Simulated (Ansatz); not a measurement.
**InPd under changes of volume**

One of the cells (17.513 Å³/atom); the others are scaled copies at fixed shape and fractional positions:

```xyz
2
Lattice="3.2719 0.0000 0.0000 0.0000 3.2719 0.0000 0.0000 0.0000 3.2719" Properties=species:S:1:pos:R:3 pbc="T T T"
In    0.0000    0.0000    0.0000
Pd    1.6359    1.6359    1.6359
```

The cell comes from a database or a generator and needn't be the stable form of this composition.

| Property | Result |
| --- | --- |
| Program | Ansatz 0.2.0 |
| Functional | PBE |
| Potentials or basis | all-electron LAPW, scalar-relativistic |
| Cutoff | 269 eV (chosen from the basis error) |
| Basis error allowed | 0.0005 eV/atom |
| k mesh | 8 × 8 × 8 |
| Occupations | fermi-dirac, width 0.05 eV |
| Spin | no spin polarisation |

```csv
volume (Å³/atom),energy over the lowest point (meV/atom),pressure (GPa)
16.462,58.70,13.4
16.813,33.56,9.7
17.163,?,?
17.513,5.08,3.6
17.863,0.00,1.1
18.214,0.10,-1.1
18.564,4.83,-3.1
```

What does the run at 17.163 Å³/atom give?

Energy over the lowest point 15.99 meV/atom; pressure 6.5 GPa.

Worked out: A Birch-Murnaghan fit of order 3 (a polynomial in V^(-2/3)) to the other rows has its minimum at 18.03 Å³/atom with B0 = V·E''(V) = 115 GPa and B' = 5.3. It gives 16.01 meV/atom at 17.163 Å³/atom, against the run's 15.99, and -dE/dV = 6.5 GPa, against 6.5.

Energies are extrapolated to zero smearing.
